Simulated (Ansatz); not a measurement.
Input and command of a calculation in Ansatz (plane waves; scalar-relativistic PAW potentials unless the input names others):

```yaml
crystal:
  lattice:
    - [3.1393032033, 0.0, 0.0]
    - [0.0, 3.1393032033, 0.0]
    - [0.0, 0.0, 25.6594677497]
  atoms:
    - { symbol: Ta, position: [0.5, 0.5, 0.3312617425] }
    - { symbol: C, position: [0.0, 0.0, 0.3312617425] }
    - { symbol: Ta, position: [0.0, 0.0, 0.417772601] }
    - { symbol: C, position: [0.5, 0.5, 0.417772601] }
    - { symbol: Ta, position: [0.5, 0.5, 0.5036257619] }
    - { symbol: C, position: [0.0, 0.0, 0.5071673473] }
    - { symbol: Ta, position: [0.0, 0.0, 0.5994369786] }
    - { symbol: C, position: [0.5, 0.5, 0.5843274009] }
    - { symbol: C, position: [0.5, 0.5, 0.6385765133] }
basis:
  ecutwfc: 420
kpoints:
  mp_grid: { grid: [9, 9, 1] }
hamiltonian:
  xc: pbesol
scf:
  occupations: { method: gaussian, width: 0.1 }
  max_iter: 1
output:
  forces: true
  eigenvalues: true
efield:
  axis: 3
  dipole_correction: true
  ramp_width: 0.04
```

```bash
ansatz run input.yaml --threads 1 --pin off --max-ram 2560MiB --backend cpu --events-out ev --progress --plain --runs-dir out
```

Abridged log:
```
Basis set: ecut = 420 eV, 4997 PW (Γ), exchange–correlation on 48×48×360 points (8 copies of the dense FFT grid, shifted against one another)
Bands: 45, of which v1, the nominal top of the filled ones, is band 36 counted from 1 (35 counted from 0)
Symmetry: 8 space group operations
k-points: 15 of 81
SCF iter   1: F=—  HF=-40459.992529 eV  |F-HF|=—  |Δ(HF+E_count)|=         —  Δρ=7.84e-3  dr2=8.02e-1  ethr=1.77e-3  p=-0.103 e·Å  D=-7.34e-2 V/Å  ΔV_dip=1.88 eV  dr2_dipole=2.82e-1  V_vac-E_F(+/−)=5.91/4.02 eV  ⟨swp⟩=9.0  Hψ=8332  notcnv=0
efield: sawtooth ramp at fractional position 0.9649 (placed from the atoms, in the widest stretch of the axis that holds none; the zero of the levels goes with the place), width 0.0400; the density the first Hamiltonian is built on has a dipole p = -0.103 e·Å; the dipole correction subtracts the counter field D = -7.34e-2 V/Å, which shifts the + side's vacuum level by +1.88 eV against the − side's; the planar-averaged density in the ramp window peaks in size at 1.8e-5 e/Å³
```

**Question.** What should be changed?

**Answer.** The fault is too few SCF iterations (scf.max_iter: not typed → 1, the first being the value of the sound run). Setting it back cures it. The log, from which this was withheld above, says: «Error: did not converge after 1 iterations: dr2 = 8.02e-1 (threshold 1.00e-7), under the density mixer `msr1`, which `scf.mixing.algorithm: auto` chose by the deck's other keys (type `scf.mixing.algorithm: msr1` to keep it); raise `scf.max_iter`, which need not help a stalled SCF, or adjust the mixing (`scf.mixing`) or, under a smearing, its width (`scf.occupations.width` …» The run stopped without converging. A reference run on usual settings, whose relaxation ended at this geometry, converged, and the end of its own relaxation has largest force 2.881 eV/Å (on an atom or along a direction that it held fixed), no gap on the mesh.

It took 9 s on 1 thread of AMD EPYC 7R43 64-Core Processor (Zen 3), with other jobs on the host, peak memory 0.46 GiB.